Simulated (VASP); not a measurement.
Here is the system:

Space group Pm-3m (No. 221); a = b = c = 4.137 Å, α = β = γ = 90.00°

```tsv
atom	site	symmetry	x	y	z
Ba	1a	m-3m	0.0000	0.0000	0.0000
Sn	1b	m-3m	0.5000	0.5000	0.5000
O	3c	4/mm.m	0.0000	0.5000	0.5000
```

The numbers are results of PBEsol GGA, VASP's PBE PAW potentials (set 64) (plane waves; VASP 6.6.1), not measurements. Settings: 520 eV cut-off, 6×6×6 Γ-centred mesh, Gaussian smearing of 0.050 eV, potentials Ba_sv Sn_d O.

Problem. Give the energy at these volumes per atom, relative to the lowest: 13.30, 13.72, 14.15, 14.57, 15.00 Å³.

Solution. 27.3, 6.5, 0.0, 5.4, 20.7 meV/atom. A third-order Birch-Murnaghan fit gives B0 = 149 GPa and B0′ = 5.0.

Measured: a 4.116 Å (computed value off by +0.5 %), as given by Woong-Jhae Lee et al., Annual Review of Materials Research (2017), arXiv:1707.09778. The calculation is for a static lattice, while the measured a holds thermal and zero-point effects, which are part of the difference.

The compound is BaSnO3 in the cubic perovskite structure. It was relaxed first.
